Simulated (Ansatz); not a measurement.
**Elastic constants of Sc2Al: input and output**

Level of theory: Ansatz, DFT PBEsol, scalar-relativistic, plane waves, PAW.

Launched with:
```bash
ansatz run input.yaml --threads 2 --pin off --max-ram 6144MiB --backend cpu --events-out ev --progress --plain --runs-dir out
```

Input (bare energies are in eV):
```yaml
crystal:
  lattice:
    - [4.8509490997, 0.0, 0.0]
    - [-2.4254745498, 4.2010451528, 0.0]
    - [0.0, 0.0, 6.09565872]
  atoms:
    - { symbol: Sc, position: [0.0, 0.0, 0.0] }
    - { symbol: Sc, position: [0.0, 0.0, 0.5] }
    - { symbol: Sc, position: [0.3333333333, 0.6666666667, 0.75] }
    - { symbol: Sc, position: [0.6666666667, 0.3333333333, 0.25] }
    - { symbol: Al, position: [0.3333333333, 0.6666666667, 0.25] }
    - { symbol: Al, position: [0.6666666667, 0.3333333333, 0.75] }
basis:
  ecutwfc: 420
kpoints:
  mp_grid: { grid: [12, 12, 6] }
hamiltonian:
  xc: pbesol
scf:
  occupations: { method: fermi_dirac, width: 0.15 }
output:
  forces: true
  stress: true
  eigenvalues: true
elastic:
  mode: clamped_ion
  amplitude: 0.005
  stencil: two_point
```

From the output:
```
--- Elastic constants: 3 strain directions × 2 members + reference (group order 24) ---
  dense FFT box of the reference and of every strained cell: 36×36×45
  strains applied: 11, 33, 23; error gains: componentwise 1.00 (the most a stress slope's error grows in a printed constant), spectral 1.41 (1 for all six strains in a standard setting)
  C = ∂σ_k/∂η_j (tension-positive GPa; Voigt order 11 22 33 23 13 12):
       156.145     46.328     27.700      0.000      0.000      0.000
        46.328    156.145     27.700      0.000      0.000     -0.000
        27.704     27.704    145.787      0.000      0.000      0.000
         0.000      0.000      0.000     49.058      0.000      0.000
         0.000      0.000      0.000     -0.000     49.058      0.000
         0.000     -0.000     -0.000      0.000      0.000     54.908
  reference stress σ⁰ (GPa):      0.002      0.002      0.001     -0.000     -0.000      0.000
  C* (energy form; C + prestress term) asymmetry max|C*_kj − C*_jk| = 3.275e-3 GPa — a small one proves nothing (zero by symmetry where the batch's group is 432, −43m or m−3m); a large one is finite-difference/SCF noise where every solve ...
  moduli (Voigt/Reuss/Hill, GPa): K = 73.50/73.02/73.26   G = 54.36/53.79/54.08   E = 130.19   ν = 0.204
  mechanically stable: yes (min eigenvalue of sym C = 49.06 GPa)
  strain η (Voigt 11):  stress-route row diagonal C_11 = 156.15 GPa, energy-path curvature d²(F+E_count+ΔE)/dδ²/Ω₀ = 156.15 GPa
         δ    σ_11 (GPa) F (eV) n_scf n_hpsi n_pw
    -5.000e-3      -0.7889       -9496.9557531       9  108355   2434
     5.000e-3       0.7726       -9496.9557651       7   91365   2458
  strain η (Voigt 33):  stress-route row diagonal C_33 = 145.79 GPa, energy-path curvature d²(F+E_count+ΔE)/dδ²/Ω₀ = 145.78 GPa
         δ    σ_33 (GPa) F (eV) n_scf n_hpsi n_pw
    -5.000e-3      -0.7404       -9496.9558475       9   49991   2444
     5.000e-3       0.7175       -9496.9558748       6   35095   2459
  strain η (Voigt 23):  stress-route row diagonal C_44 = 49.06 GPa, energy-path curvature d²(F+E_count+ΔE)/dδ²/Ω₀ = 49.06 GPa
         δ    σ_23 (GPa) F (eV) n_scf n_hpsi n_pw
    -5.000e-3      -0.2453       -9496.9567984       8  145142   2444
     5.000e-3       0.2453       -9496.9567984       6  118371   2444
```

Time: 2.1 min on 2 threads of Arm Neoverse V2, on a shared host, peak memory 1 GiB.

In a metal, frequencies and elastic constants depend on the k mesh and the smearing, soft modes and shear constants most.

Clamped-ion constants are upper bounds: once the atoms relax, a strain can turn out softer or unstable.